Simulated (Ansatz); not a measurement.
BAs

Level of theory: DFT, PBEsol, scalar-relativistic, no spin polarisation; plane waves to 420 eV with PAW datasets (Ansatz 0.2.0), Γ-centred 12×12×12 mesh, 0.05 eV Gaussian smearing; PAW files: Ansatz's generated set soft_2.

```yaml
crystal:
  lattice:
    - [0.00000, 2.38394, 2.38394]
    - [2.38394, 0.00000, 2.38394]
    - [2.38394, 2.38394, 0.00000]
  atoms:
    - { symbol: B, position: [0.00000, 0.00000, 0.00000] }
    - { symbol: As, position: [0.75000, 0.75000, 0.75000] }
```

The chain of runs began from a cell as deposited in COD, expanded in volume.

Elastic constants come from the stress of slightly strained cells with relaxed atoms, in GPa, Voigt order xx, yy, zz, yz, xz, xy in the Cartesian frame of the vectors above.

```
278  72  72   0   0   0
 72 278  72   0   0   0
 72  72 278   0   0   0
  0   0   0 150   0   0
  0   0   0   0 150   0
  0   0   0   0   0 150
```

Is the crystal mechanically stable, and what are its polycrystalline moduli?

Stable against homogeneous strain: the smallest eigenvalue of the tensor is 150 GPa. Hill averages: K = 140 GPa, G = 129 GPa, E = 296 GPa, ν = 0.15.

For a cubic crystal three numbers say it all: C11 = 277.8, C12 = 71.7, C44 = 150.0 GPa. K = (C11 + 2C12)/3 = 140.4 GPa. The two shear moduli are C44 and C′ = (C11 − C12)/2 = 103.0 GPa, so Zener's ratio C44/C′ is 1.46: the crystal is stiffest along ⟨111⟩ and softest along ⟨100⟩. The Cauchy pressure C12 − C44 is -78 GPa; pair forces would make it zero if every atom sat on a centre of inversion, which isn't so here, so internal relaxation also enters, and a negative value is usually read as directional bonding.

The equation of state, an independent route, gives B0 = 140 GPa, against 140 GPa here.

